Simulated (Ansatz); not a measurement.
Zn:

```
CELL_PARAMETERS angstrom
0.00000 1.96478 1.96478
1.96478 0.00000 1.96478
1.96478 1.96478 0.00000
ATOMIC_POSITIONS crystal
Zn 0.00000 0.00000 0.00000
```

This isn't the form of Zn at room conditions, which is hcp.

```yaml
Program: Ansatz 0.2.0
Task: relaxation of cell and atoms
Functional: PBEsol
Dispersion: D3(BJ)-ATM
Potentials_or_basis: Ansatz PAW
Cutoff: "420 eV (not typed: the program's choice for these potentials)"
k_mesh: 12 × 12 × 12
Occupations: fermi-dirac, width 0.05 eV
Spin: no spin polarisation
```

At the start: volume 15.17 Å³/atom.

Question: How do energy, volume and symmetry change on relaxing?

Answer: It ends after 7 steps and the volume is 13.57 Å³/atom (-10.6 %); space group Fm-3m (No. 225, to 0.05 Å).

The path:
```
step  energy change (eV)  largest force (eV/Å)  volume (Å³)
   1              0.0000                0.0000        15.17
   2             -0.0442                0.0000        13.94
   3             -0.0473                0.0000        13.47
   4             -0.0474                0.0000        13.58
   5             -0.0466                0.0000        13.58
   6             -0.0466                0.0000        13.57
   7             -0.0466                0.0000        13.57
```

Final structure:
```yaml
crystal:
  lattice:
    - [0.00000, 1.89293, 1.89293]
    - [1.89293, 0.00000, 1.89293]
    - [1.89293, 1.89293, 0.00000]
  atoms:
    - { symbol: Zn, position: [0.00000, 0.00000, 0.00000] }
```

Caveat: the plane-wave basis is chosen anew once the cell has moved, so the energies of steps on either side of that aren't comparable; pairwise dispersion overbinds metals, which lowers pressure and volume; the PAW data sets come from PBE, with cores solved anew for the run's functional, which leaves a small shift of forces and pressure.
